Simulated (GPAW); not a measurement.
A run of GPAW 26.7.0:

Contents of run.py:

```python
import numpy as np
from ase import Atoms
from ase.dft.bandgap import bandgap
from ase.io import write
from gpaw import GPAW, PW
from gpaw.response.df import DielectricFunction

atoms = Atoms(['Cd', 'Cd', 'S', 'S'],
              cell=[[4.15, 0.0, 0.0],
                    [-2.075, 3.59400543, 0.0],
                    [0.0, 0.0, 6.635945]],
              scaled_positions=[[0.6666666667, 0.3333333333, 0.5],
                                [0.3333333333, 0.6666666667, 0.0],
                                [0.6666666667, 0.3333333333, 0.875],
                                [0.3333333333, 0.6666666667, 0.375]],
              pbc=True)

calc = GPAW(mode=PW(450),
            xc='PBE',
            kpts={'size': (6, 6, 3), 'gamma': True},
            occupations={'name': 'fermi-dirac', 'width': 0.001},
            nbands=31,
            convergence={'density': 1e-06},
            maxiter=150,
            txt='gpaw.txt')
atoms.calc = calc
energy = atoms.get_potential_energy()
calc.write('gs.gpw')
write('result.traj', atoms)
print(f'Energy: {energy:.6f} eV')
print('Fermi level:', round(calc.get_fermi_level(), 4), 'eV')
print(f'Gap: {bandgap(calc)[0]:.4f} eV, direct: {bandgap(calc, direct=True)[0]:.4f} eV')

for size in [(12, 12, 6)]:
    name = 'x'.join(str(n) for n in size)
    dense = calc.fixed_density(kpts={'size': size, 'gamma': True},
                               nbands=64, convergence={'bands': 58, 'eigenstates': 1e-7},
                               update_fermi_level=True, txt=f'dense-{name}.txt')
    dense.write(f'{name}.gpw', mode='all')
    df = DielectricFunction(f'{name}.gpw', frequencies=np.array([0.0]), hilbert=False, eta=0.001,
                            ecut=80, nbands=58, intraband=False, txt=f'df-{name}.txt')
    for xc in ['RPA']:
        for direction in ['x', 'y', 'z', [0, 1, 1], [1, 0, 1], [1, 1, 0]]:
            e0, e = df.get_macroscopic_dielectric_constant(xc=xc, direction=direction)
            print(f'{name} {xc} {direction}: {e0:.4f} without, {e:.4f} with local fields')
```

Potentials or basis: GPAW PAW data sets (gpaw-data 1.2.1), pw.

Command:

```console
$ OMP_NUM_THREADS=1 python run.py
```

Hardware: 1 thread of AMD EPYC 7B13 (Zen 3), on a shared host.

Estimate the wall time of this run.

Run time: 12 min on 1 thread of AMD EPYC 7B13 (Zen 3) (shared host), peak memory 1.1 GiB. Counts: scf iterations 25, plane waves 2177, bands 31, k points 34.
